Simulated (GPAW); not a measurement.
**Nb in GPAW: convergence with smearing width (eV)**

Input of the first run (smearing width (eV) 0.4); the others differ in this setting and in those tied to it:

The input run.py:

```python
import json
import numpy as np
import spglib
from ase.constraints import FixSymmetry
from ase.filters import FrechetCellFilter
from ase.io import read, write
from ase.optimize import BFGS
from ase.stress import full_3x3_to_voigt_6_stress, voigt_6_to_full_3x3_strain, voigt_6_to_full_3x3_stress
from ase.units import GPa
from gpaw import GPAW, PW, setup_paths

setup_paths.insert(0, '.')

atoms = read('Nb.xyz')

calc = GPAW(mode=PW(450),
            xc='GGA_X_SOGGA+GGA_C_PBE_SOL',
            kpts={'size': (11, 11, 11), 'gamma': True},
            occupations={'name': 'fermi-dirac', 'width': 0.4},
            nbands=15,
            convergence={'density': 1e-06, 'eigenstates': 1e-09},
            maxiter=150,
            txt='gpaw.txt')
atoms.calc = calc
atoms.set_constraint(FixSymmetry(atoms))
BFGS(FrechetCellFilter(atoms), trajectory='relax.traj', logfile='-').run(fmax=0.005, steps=40)
atoms.set_constraint()
energy = atoms.get_potential_energy()
forces = atoms.get_forces()
stress = atoms.get_stress()
calc.write('gs.gpw')
write('result.traj', atoms)
print('Cell:', atoms.cell.cellpar().round(4))
print(atoms.get_scaled_positions().round(5))

gpts = tuple(int(n) for n in calc.get_number_of_grid_points())
cell = atoms.cell[:].T
dataset = spglib.get_symmetry((atoms.cell[:], atoms.get_scaled_positions(), atoms.numbers), symprec=1e-4)
rotations = [cell @ w @ np.linalg.inv(cell) for w in dataset['rotations']]
strains, clamped, relaxed = [], [], []
for v in [0, 3]:
    for e in (-0.01, 0.01):
        voigt = np.zeros(6)
        voigt[v] = e
        F = voigt_6_to_full_3x3_strain(voigt)
        a = atoms.copy()
        a.set_cell(atoms.cell[:] @ F, scale_atoms=True)
        c = GPAW(mode=PW(450),
                 xc='GGA_X_SOGGA+GGA_C_PBE_SOL',
                 kpts={'size': (11, 11, 11), 'gamma': True},
                 occupations={'name': 'fermi-dirac', 'width': 0.4},
                 nbands=15,
                 convergence={'density': 1e-06, 'eigenstates': 1e-09},
                 maxiter=150,
                 gpts=gpts,
                 txt=f'strain-{v}{e:+.3f}.txt')
        a.calc = c
        s0 = s1 = a.get_stress() - stress
        print(v, e, 'clamped', (s0 / GPa).round(3), 'relaxed', (s1 / GPa).round(3), flush=True)
        for R in rotations:  # images under the point group
            eps = R @ (F - np.eye(3)) @ R.T
            strains.append(full_3x3_to_voigt_6_stress(eps) * [1, 1, 1, 2, 2, 2])
            for s, rows in ((s0, clamped), (s1, relaxed)):
                rows.append(full_3x3_to_voigt_6_stress(R @ voigt_6_to_full_3x3_stress(s) @ R.T))

C0, C = (np.linalg.lstsq(np.array(strains), np.array(s), rcond=None)[0].T / GPa for s in (clamped, relaxed))
print('Clamped-ion Cij (GPa):')
print(C0.round(1))
print('Relaxed-ion Cij (GPa):')
print(C.round(1))
json.dump({'clamped': C0.tolist(), 'relaxed': C.tolist()}, open('elastic.json', 'w'))
```

Nb.xyz

```xyz
1
Lattice="-1.6639500000 1.6639500000 1.6639500000 1.6639500000 -1.6639500000 1.6639500000 1.6639500000 1.6639500000 -1.6639500000" Properties=species:S:1:pos:R:3 pbc="T T T"
Nb     0.0000000000      0.0000000000      0.0000000000
```

Potentials or basis: PAW data sets generated in the run's folder for this functional, pw.

Run with:

```sh
$ gpaw-setup -f GGA_X_SOGGA+GGA_C_PBE_SOL Nb
$ OMP_NUM_THREADS=1 python run.py
```

Hardware: 1 thread of Arm Neoverse V1, on a shared host.

```tsv
smearing width (eV)	energy less the tightest run, at zero smearing (meV/atom)	pressure (GPa)	SCF cycles	CPU time (s)	peak memory (GiB)
0.4	-43.06	0.00	10	110	0.22
0.25	-23.45	0.00	10	110	0.22
0.15	-8.57	0.00	10	110	0.21
0.1	-3.59	0.00	10	110	0.21
0.05	-1.13	0.04	10	100	0.22
0.02	0.00	-0.03	10	100	0.22
```

Against the tightest run, the pressure stays within 0.1 GPa from 0.4 on. Not settled before the last step: the energy (to 1 meV/atom). Narrower smearing needs a denser k mesh, so at a fixed mesh the narrowest width isn't the most accurate. The tightest run that finished is the yardstick and may itself not be fully converged.

Caveat, for the tightest run too: the cutoff is short for stress and forces, so pressures can be off by a GPa or more; the density grid can change from cell to cell, which puts small steps into energies and stress.
